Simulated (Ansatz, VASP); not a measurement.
# Si: VASP beside Ansatz

```
Si
1.0
     0.00000    2.71356    2.71356
     2.71356    0.00000    2.71356
     2.71356    2.71356    0.00000
Si
2
Direct
  0.75000 0.75000 0.75000
  0.50000 0.50000 0.50000
```

Alike in both runs: task single point; functional r2SCAN; k mesh 8 × 8 × 8; no spin polarisation.

|  | VASP | Ansatz |
| --- | --- | --- |
| version | VASP 6.6.1 | Ansatz 0.2.0 |
| potentials or method | VASP PAW PBE potentials, release 64 (Si) | scalar-relativistic, plane waves, PAW |
| plane-wave cutoff (eV) | 520 | 500 |
| occupations | gaussian, width 0.01 eV | fixed |
| valence electrons in the cell | 8 | 8 |

```tsv
	VASP	Ansatz	Ansatz less VASP
gap on the k mesh at the Fermi level (eV)	0.81	0.80	-0.015
least direct gap on the mesh (eV)	2.76	2.74	-0.016
```

 A k mesh can miss the band edges. r2SCAN opens gaps a little over a GGA but as a rule still falls short of measured ones.
